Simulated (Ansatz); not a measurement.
The elements of this relaxed trial crystal are hidden behind letters.

```
lattice vectors (Å)
  -4.0645    4.0645    4.0645
   4.0645   -4.0645    4.0645
   4.0645    4.0645   -4.0645
fractional positions
X 0.1250 0.7500 0.8750
X 0.6250 0.3750 0.2500
X 0.7500 0.8750 0.1250
X 0.8750 0.1250 0.7500
X 0.3750 0.2500 0.6250
X 0.2500 0.6250 0.3750
Z 0.7500 0.3750 0.6250
Z 0.1250 0.8750 0.2500
Z 0.2500 0.1250 0.8750
Z 0.3750 0.6250 0.7500
Z 0.8750 0.2500 0.1250
Z 0.6250 0.7500 0.3750
```

These are results of Ansatz 0.2.0, DFT PBE, scalar-relativistic, plane waves, PAW, not measurements. Plane waves to 420 eV, a 6×6×6 mesh through Γ for the 12-atom cell and 0.02 eV Gaussian smearing; no spin polarisation.

```
Space group                               : I-43d (No. 220)
Conventional cell                         : a = 8.129 Å
Volume per atom                           : 22.38 Å³
Density                                   : 5.07 g/cm³
Energy over the elements                  : −0.137 eV/atom
Gap on the 6×6×6 mesh of the 12-atom cell : 1.70 eV
```

Energies are uncorrected and count from the elements' standard states at the same level.

**Question.** X is an s-block element of period 2 and Z is a p-block element of period 5. Which elements are they?

**Answer.** X = Be, Z = Te, so the formula is BeTe. Density times volume gives a mean mass of 5.07 × 22.38/1.6605 = 68.3 u per atom, and this set has 68.3 u. Among the elements that the hints allow, noble gases aside, only these give it. Around Be lie 4 Te at 2.49 Å; Te is surrounded by 4 Be at 2.49 Å.

These runs have no spin–orbit coupling, which can matter for Te. Kohn–Sham gaps at this level usually fall short of measured ones. The missing spin–orbit coupling can work the other way here. A structure relaxed within its symmetry needn't be a true minimum.
